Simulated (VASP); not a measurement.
Crystal: Ti.

```
Ti
1.0
     0.00000    2.03000    2.03000
     2.03000    0.00000    2.03000
     2.03000    2.03000    0.00000
Ti
1
Direct
  0.00000 0.00000 0.00000
```

This isn't the form of Ti at room conditions, which is hcp.

| Quantity | Value |
| --- | --- |
| Program | VASP 6.6.1 |
| Task | relaxation of cell and atoms |
| Functional | SCAN |
| Potentials or basis | VASP PAW PBE potentials, release 64 (Ti_sv) |
| Cutoff | 600 eV |
| k mesh | 11 × 11 × 11 |
| Occupations | methfessel-paxton, width 0.1 eV |
| Spin | no spin polarisation |

At the start: pressure 3.7 GPa; volume 16.73 Å³/atom.

Task: How do energy, volume and symmetry change on relaxing?

Result: Over 4 steps the energy falls by 3.7 meV/atom and the volume is 17.29 Å³/atom (+3.3 %); space group Fm-3m (No. 225, to 0.05 Å).

The path:
| step | energy change (eV) | largest force (eV/Å) | pressure (GPa) | volume (Å³) |
| --- | --- | --- | --- | --- |
| 1 | 0.0000 | 0.0000 | 3.70 | 16.73 |
| 2 | 0.0016 | 0.0000 | -2.44 | 17.68 |
| 3 | -0.0041 | 0.0000 | 1.16 | 17.11 |
| 4 | -0.0037 | 0.0000 | -0.05 | 17.29 |

Final structure:
```xyz
1
Lattice="0.0000 2.0523 2.0523 2.0523 0.0000 2.0523 2.0523 2.0523 0.0000" Properties=species:S:1:pos:R:3 pbc="T T T"
Ti    4.1045    4.1045    4.1045
```

Caveat: the PAW data sets were made with another functional, which shifts forces and pressure a little.
